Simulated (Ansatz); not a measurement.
An Ansatz input:

```yaml
crystal:
  lattice:
    - [-1.5557685081, 1.5557685081, 1.5557685081]
    - [1.5557685081, -1.5557685081, 1.5557685081]
    - [1.5557685081, 1.5557685081, -1.5557685081]
  atoms:
    - { symbol: Ir, position: [0.0, 0.0, 0.0] }
hamiltonian:
  xc: pbe
  pseudopotentials:
    kind: paw_fr
    azcp:
      Ir: "pseudopotentials/Ir.paw.azcp"
basis:
  ecutwfc: 420
  fft_grid_basis: typed
kpoints:
  mp_grid: { grid: [14, 14, 14], shift: [0, 0, 0] }
magnetization:
  noncollinear: true
  spin_orbit: true
scf:
  occupations: { method: fermi_dirac, width: 0.1 }
```

Output

```
Engine: ansatz 0.2.0, x86_64-unknown-linux-gnu
Pseudopotentials: kind: paw_fr
Pseudopotential: Ir, paw_fr, valence charge 17, recommended cutoff 420 eV (normal) 
Functional definition: PBE
  parameter kappa = 0.804
  parameter beta = 0.06672455060314922
  exchange = pbe_x(kappa = kappa, mu = beta*pi^2/3)
  correlation = pbe_c(beta = beta)
non-collinear run that drives no moment, with spin-orbit: no starting moment large enough to seed its density (crystal.atoms[].spin), no starting occupations that ask for one, no magnetisation constraint and no magnetic field, so the semilocal B_xc is pinned to zero
Crystal: 1 atoms, lattice volume = 15.062 Å³
Basis set: ecut = 420 eV, 321 PW (Γ)
Bands: 26, of which v1, the nominal top of the filled ones, is band 17 counted from 1 (16 counted from 0)
Symmetry: 48 space group operations + 48 with time reversal
Magnetic group: BNS 229.141 (UNI 1643), of the structure as read, at distance tolerance 2.5e-5 Å
k-points: 104 of 2744
Projection manifold: j_resolved (fully-relativistic pseudo-atomic orbitals)
Non-local potential: Ir, projectors of the file, l = 0: 3, l = 1: 4, l = 2: 4, l = 3: 2
PAW form: soft (Blöchl's): semilocal exchange-correlation on the pseudo side does not see the compensation charge
PAW one-centre angular grid: Ir, 590 points (default); XC on 64 Gauss nodes
Initial density: superposition of atomic densities (chi_scale 0.1, normalization cell)
Initial wavefunctions: pseudopotential atomic-orbital guess
Functional: x = pbe(κ = 0.804, μ = 0.2195149727645171), c = pbe(β = 0.06672455060314922)
SCF iter   1: F=—  HF=-11966.655491 eV  |F-HF|=—  |Δ(HF+E_count)|=         —  Δρ=3.29e-2  dr2=1.19e-1  dr2_m=0.00e0 (ungated)  ethr=3.10e-3  |M|=0.00e0 ∫|m|=0.00e0 μB  |m|>n=0.0e0 m-floor=0.0e0 τ_xc=0.0e0  β_m=0.30  ⟨swp⟩=6.0  Hψ=6318  notcnv=0  defer=74
SCF iter   2: F=—  HF=-11966.624112 eV  |F-HF|=—  |Δ(HF+E_count)|=   3.14e-2  Δρ=1.83e-2  dr2=2.30e-2  dr2_m=0.00e0 (ungated)  ethr=6.98e-4  |M|=0.00e0 ∫|m|=0.00e0 μB  |m|>n=0.0e0 m-floor=0.0e0 τ_xc=0.0e0  β_m=0.42  ⟨swp⟩=2.1  Hψ=2103  notcnv=0  defer=252
SCF iter   3: F=—  HF=-11966.618039 eV  |F-HF|=—  |Δ(HF+E_count)|=   6.07e-3  Δρ=6.83e-3  dr2=1.43e-3  dr2_m=0.00e0 (ungated)  ethr=1.35e-4  |M|=0.00e0 ∫|m|=0.00e0 μB  |m|>n=0.0e0 m-floor=0.0e0 τ_xc=0.0e0  β_m=0.64  ⟨swp⟩=2.0  Hψ=1757  notcnv=0  defer=252
SCF iter   4: F=—  HF=-11966.617721 eV  |F-HF|=—  |Δ(HF+E_count)|=   3.18e-4  Δρ=3.91e-4  dr2=1.84e-5  dr2_m=0.00e0 (ungated)  ethr=8.43e-6  |M|=0.00e0 ∫|m|=0.00e0 μB  |m|>n=0.0e0 m-floor=0.0e0 τ_xc=0.0e0  β_m=0.80  ⟨swp⟩=2.0  Hψ=1810  notcnv=0  defer=252
SCF iter   5: F=—  HF=-11966.617717 eV  |F-HF|=—  |Δ(HF+E_count)|=   3.55e-6  Δρ=4.65e-5  dr2=9.41e-8  dr2_m=0.00e0 (ungated)  ethr=5.88e-10  |M|=0.00e0 ∫|m|=0.00e0 μB  |m|>n=0.0e0 m-floor=0.0e0 τ_xc=0.0e0  β_m=0.88  ⟨swp⟩=1.1  Hψ=4027  notcnv=0
SCF iter   6: F=-11966.617718 eV  HF=-11966.617718 eV  |F-HF|=6.55e-11  |Δ(HF+E_count)|=   4.19e-8  Δρ=2.08e-6  dr2=2.95e-10  dr2_m=0.00e0 (ungated)  ethr=5.54e-10  |M|=0.00e0 ∫|m|=0.00e0 μB  |m|>n=0.0e0 m-floor=0.0e0 τ_xc=0.0e0  ⟨swp⟩=1.0  Hψ=3380  notcnv=0
SCF 1 converged in 6 iterations: F = -11966.617718 eV  dr2 = 2.95e-10
SCF converged after 6 iterations
Magnetization: |M| = 0.0000 μB,  M = (+0.0000, +0.0000, +0.0000) μB
Absolute magnetization: 0.0000 μB (∫|m|)
  site 0: m = (+0.0000, +0.0000, +0.0000) μB, |m| = 0.0000 μB  (R = 1.11 Å)
Free energy (F): -11966.617718 eV
Harris-Foulkes:  -11966.617718 eV  (|F-HF|=6.55e-11)
Internal energy: -11966.550549 eV  (E = F + TS)
E sigma→0 (E₀):  -11966.584133 eV
Entropy (-TS):   -0.067169 eV (-67.169 meV/atom)
Fermi energy:    23.772546 eV
--- Per-component energies (eV) ---
  E_band       = -112.895941
  E_kinetic    = 621.887153
  E_local      = -1136.114143  (includes V_loc(G=0)·N_el)
  E_nonlocal   = 65.247392
  E_hartree    = 432.241719
  E_xc         = -267.065816
  E_vxc        = -298.982652  (∫ρ·V_xc dr)
  E_paw        = -9249.116694  (= ΣΔE_a)
  E_vpaw       = -229.417643  (= ΣTr[D̂ρ^β])
  E_aug_tail   = 0.000065  (compensation charges beyond the density's cutoff)
  E_ewald      = -2433.630225
  E_smearing   = -0.067169  (= −TS)
  E_closure    = 0.000000  (closes the sum)
  Σ components = -11966.617718   (vs F -11966.617718, Δ=0.00e0)
```

Command:

```sh
ansatz run input.yaml --threads 1 --pin off --max-ram 3584MiB --backend cpu --events-out ev --progress --plain --runs-dir out
```

On 1 thread of Intel(R) Xeon(R) Platinum 8259CL CPU @ 2.50GHz (Skylake/Cascade Lake) (shared host) this took about 6.4 s of wall time and 5.8 s of CPU time.
